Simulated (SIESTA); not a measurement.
ZnS (Wurtzite-4H):

```
Zn S
1.0
     3.82270    0.00000    0.00000
    -1.91135    3.31056    0.00000
     0.00000    0.00000   12.52000
Zn S
4 4
Direct
  0.66667 0.33333 0.75000
  0.33333 0.66667 0.25000
  0.00000 0.00000 0.50000
  0.00000 0.00000 0.00000
  0.66667 0.33333 0.93750
  0.33333 0.66667 0.43750
  0.00000 0.00000 0.68750
  0.00000 0.00000 0.18750
```

Base run:

- Program: SIESTA 5.4.2
- Functional: PW86PBE
- Potentials or basis: PseudoDojo 0.4 standard (PBE files)
- Basis: DZP (energy shift 0.002 Ry)
- Grid cutoff: 800 Ry
- Energy shift: 0.002 Ry
- k mesh: 8 × 8 × 3
- Occupations: fermi-dirac, width 0.05 eV
- Spin: no spin polarisation

Its results: band gap on the k mesh 2.80 eV, direct; pressure 5.5 GPa; largest force 0.030 eV/Å.

**Question.** The run is repeated on the same cell with these changes: functional from PW86PBE to vdW-DF-C09. What comes out?

**Answer.** Band gap on the k mesh 2.61 eV, direct; pressure 0.4 GPa; largest force 0.031 eV/Å.

Caveats: semicore shells carry a single zeta, which can move pressures by several GPa and volumes by a few percent; the valence orbitals were made in a potential fitted to the semicore shell under them, which widens gaps by tenths of an eV or more; the potentials were made for another functional, which shifts forces and pressure; the basis of atomic orbitals isn't converged, which shifts pressures, moduli and gaps.

Not every run made on this cell is shown here.
